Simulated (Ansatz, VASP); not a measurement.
**One calculation of AlIn3As4, two programs**

```
Al In As
1.0
    -2.86241    2.86241    5.72483
     2.86241   -2.86241    5.72483
     2.86241    2.86241   -5.72483
Al In As
1 3 4
Cartesian
  0.0000 0.0000 0.0000
  2.8624 0.0000 2.8624
  0.0000 0.0000 5.7248
  0.0000 2.8624 2.8624
  1.4312 1.4312 -1.4312
  1.4312 -1.4312 7.1560
  1.4312 1.4312 4.2936
  -1.4312 1.4312 7.1560
```

Alike in both runs: task single point; functional PBE; k mesh 4 × 4 × 4; occupations gaussian, width 0.1 eV; no spin polarisation.

|  | VASP | Ansatz |
| --- | --- | --- |
| version | VASP 6.6.1 | Ansatz 0.2.0 |
| potentials or method | VASP PAW PBE potentials, release 64 (Al, In_d, As) | scalar-relativistic, plane waves, PAW |
| plane-wave cutoff (eV) | 520 | 420 |
| valence electrons in the cell | 62 | 102 |

```tsv
	VASP	Ansatz	Ansatz less VASP
gap on the k mesh at the Fermi level (eV)	0.95	0.94	-0.007
least direct gap on the mesh (eV)	0.95	0.94	-0.007
pressure (GPa)	14.7	14.5	-0.15
rms of the force components (eV/Å)	0.669	0.670	+0.0001
```

Atom by atom the forces differ by 0.000 eV/Å (rms over components). The two sets of potentials don't hold the same shells in valence.

Caveats: spin-orbit coupling is left out, which moves the levels of the heavy elements; forces of over 1 eV/Å show positions far from the minimum, so gaps and moduli don't describe the material at rest. A k mesh can miss the band edges.
